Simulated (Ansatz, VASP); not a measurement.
## BaH2 in VASP and in Ansatz

```
Ba H
1.0
     4.17267    0.00000    0.00000
    -2.08633    3.61364    0.00000
     0.00000    0.00000    5.28769
Ba H
2 4
Direct
  0.66667 0.33333 0.75000
  0.33333 0.66667 0.25000
  0.33333 0.66667 0.75000
  0.66667 0.33333 0.25000
  0.00000 0.00000 0.50000
  0.00000 0.00000 0.00000
```

Alike in both runs: functional r2SCAN; k mesh 9 × 9 × 6; no spin polarisation.

Ansatz relaxed the structure, and its values are those at the end. VASP's run is a single point on that final structure, the one shown.

|  | VASP | Ansatz |
| --- | --- | --- |
| version | VASP 6.6.1 | Ansatz 0.2.0 |
| potentials or method | VASP PAW PBE potentials, release 64 (Ba_sv, H) | scalar-relativistic, plane waves, PAW |
| plane-wave cutoff (eV) | 520 | 500 |
| occupations | gaussian, width 0.01 eV | fixed |
| valence electrons in the cell | 24 | 24 |

```tsv
	VASP	Ansatz	Ansatz less VASP
gap on the k mesh at the Fermi level (eV)	2.34	2.38	+0.043
least direct gap on the mesh (eV)	2.93	3.07	+0.142
pressure (GPa)	14.7	13.0	-1.74
```

Caveats: the PAW data sets were made with another functional, which shifts forces and pressure a little (VASP); spin-orbit coupling is left out, which moves the levels of the heavy elements; an odd mesh through Γ misses points on the zone boundary, where band edges often lie. r2SCAN opens gaps a little over a GGA but as a rule still falls short of measured ones.
